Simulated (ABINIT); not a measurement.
Planning a run of ABINIT 10.8.3 on ZnSe (Stilleite). The input:

```
acell 3*1.0 Angstrom
rprim 
  -0.000000000000 2.833800000000 2.833800000000
  2.833800000000 -0.000000000000 2.833800000000
  2.833800000000 2.833800000000 0.000000000000
ntypat 2
znucl 30 34
natom 2
typat 1 2
xred 
  0.000000000000 0.000000000000 0.000000000000
  0.250000000000 0.250000000000 0.250000000000
pp_dirpath "pseudos"
pseudos "Zn.upf, Se.upf"
ecut 48
ngkpt 6 6 6
nshiftk 1
shiftk 0 0 0
kptopt 1
chksymbreak 0
nband 27
occopt 1
tolvrs 1e-10
nstep 60
prtwf 0
indata_prefix "in"
outdata_prefix "out"
tmpdata_prefix "tmp"
```

```sh
OMP_NUM_THREADS=1 mpirun -n 4 abinit run.abi > log
```

Q: How long will it take on 4 MPI ranks of Arm Neoverse V2, shared host, and how much memory?

It took 23 s; on shared hardware allow 11 s to 46 s. Peak host memory was 0.36 GiB.

[Paths, hosts, dates, memory and timing lines, banners, echoed tables and standing remarks are left out of the program output.]

[Logs are printed without paths, hosts, clocks, repeated set-up lines and the standing remarks that a program may print on its own settings, such as how far it seeks lower states.]

[Runs of the session that timed out or met a known fault of the program may be left out.]

[Hosts, paths, dates, database ids (printed as entryN), source tags and the programs' standing remarks are cut or masked in the printed files.]

[G0W0 gaps are taken among the corrected bands and points alone; a level outside them can change the order at an edge.]

[Where Ansatz stands beside ABINIT at settings called matched, ABINIT's density can come from a denser mesh and the files from another edition; pairs whose starting gaps differed by over 0.03 eV were left out, so agreement reads better than it is.]
